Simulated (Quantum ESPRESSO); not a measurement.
Crystal: TiAl.

```
Ti Al
1.0
     3.17906    0.00000    0.00000
     0.00000    3.17906    0.00000
     0.00000    0.00000    3.17906
Ti Al
1 1
Cartesian
  0.0000 0.0000 0.0000
  1.5895 1.5895 1.5895
```

The cell comes from a database or a generator and needn't be the stable form of this composition.

- Program: Quantum ESPRESSO 7.5
- Task: phonons
- Functional: PBEsol
- Potentials or basis: GBRV 1.5 PBEsol
- Cutoff: 612 eV
- Density cutoff: 4898 eV
- k mesh: 8 × 8 × 8
- Occupations: cold, width 0.2 eV
- Spin: no spin polarisation
- Target pressure: 50 GPa
- Mixing beta: 0.5
- Most SCF iterations: 120
- SCF threshold: 4e-10 Ry

The cell and the atoms were relaxed first at 50 GPa, to 12.15 Å³/atom (a = 2.897 Å, b = 2.897 Å, c = 2.897 Å, α = 90.00°, β = 90.00°, γ = 90.00°), and the response was taken there.

Question: What is the highest optical frequency at the zone centre?

Answer: 459 cm⁻¹, a mode of symmetry T1u (IR).

Optical modes at Γ, degenerate ones joined:
| cm⁻¹ | components | symmetry | active in |
| --- | --- | --- | --- |
| 459 | 3 | T1u | IR |

Caveat: the mesh is thin for the phonons of a metal; the volume moved by over 15 % at a fixed basis, so the end points are rough; the cell is more than 3 GPa from zero pressure, which shifts response properties.
